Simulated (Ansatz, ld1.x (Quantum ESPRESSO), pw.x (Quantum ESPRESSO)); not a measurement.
## Equation-of-state test of one RRKJ potential (gallium (Ga))

```json
{
 "Element": "gallium",
 "Generator": "ld1.x (Quantum ESPRESSO) 7.5",
 "Type": "norm-conserving RRKJ (Kleinman–Bylander form)",
 "Functional": "PBEsol",
 "Relativity": "scalar-relativistic",
 "Frozen core": "[Ar] 3d10",
 "Valence charge": "3",
 "Reference configuration": "4s2 4p1",
 "Partial waves": "4p (bound): rc 1.90 bohr; 4d channel at 0.25 Ry: rc 1.85 bohr; 4s (bound): rc 1.55 bohr",
 "Local potential": "the s channel",
 "Core correction": "Bessel-smoothed model core inside 1.20 bohr"
}
```

Atomic tests: cutoffs needed: 25 Ry and 40 Ry (the cutoffs (Ry, on a coarse ladder) from which the occupation-weighted sum of valence levels, in a spherical-Bessel basis at the reference potential, stays within 10 and 1 mRy of its value at 400 Ry); ghost test: ghost state, extra bound levels that the all-electron valence spectrum of the same l lacks: d at -39.5 eV; a true bound ghost makes a file unfit for plane-wave use (spherical-Bessel basis up to 400 Ry, 20 bohr box); largest excitation error: -188 meV (all-electron minus pseudo) for 4s1 4p0, out of 7 test configurations.

Crystal test: fcc Ga in pw.x 7.5, no spin, 14³ k-points, Fermi–Dirac smearing 0.01 Ry, cutoffs 50/200 Ry. The reference is all-electron LAPW (Ansatz 0.2.0) with the same functional, mesh and smearing; V0 and B0 come from Birch–Murnaghan fits to the pressures at five volumes. Errors are pseudo minus all-electron; Δ is the rms difference of the E(V) curves that follow from these fits, minima aligned, over ±6 % about the mean V0. Mesh and smearing are coarse, so the numbers serve the comparison and aren't converged zero-temperature values; the lattice is a test structure that the element need not adopt.

All-electron: a0 = 4.140 Å (V0 = 17.74 Å³/atom), B0 = 60.2 GPa.

**Question.** How far does the potential miss the all-electron equation of state?

**Answer.** mean pressure error (GPa): -46.43. The pressure does not cross zero within the volumes sampled, so no fit is given. This is a poor potential for the solid. The pseudo pressure rises with volume over the whole range, a mechanical instability. Note: ghost state, extra bound levels that the all-electron valence spectrum of the same l lacks: d at -39.5 eV. A true bound ghost makes a file unfit for plane-wave use.

```tsv
V (Å³/atom)	P all-electron (GPa)	P pseudo (GPa)
16.831	3.59	-52.20
17.274	1.70	-49.27
17.717	0.07	-46.22
18.160	-1.33	-43.01
18.603	-2.55	-39.96
```

**Question.** At the middle volume, how do free energy and pressure move when the wave cutoff is lowered (ecutrho kept at four times it)?

**Answer.**

```tsv
cutoff (Ry)	shift of F (meV/atom)	shift of P (GPa)
22	+52838.1	+25.41
30	+51165.2	-225.86
40	+7178.1	-552.44
```

The run at the middle volume (104 k-points, 16 iterations) took about 12 s on one core of a shared host (Neoverse-V1, 32 threads, 247 GiB, load 16).
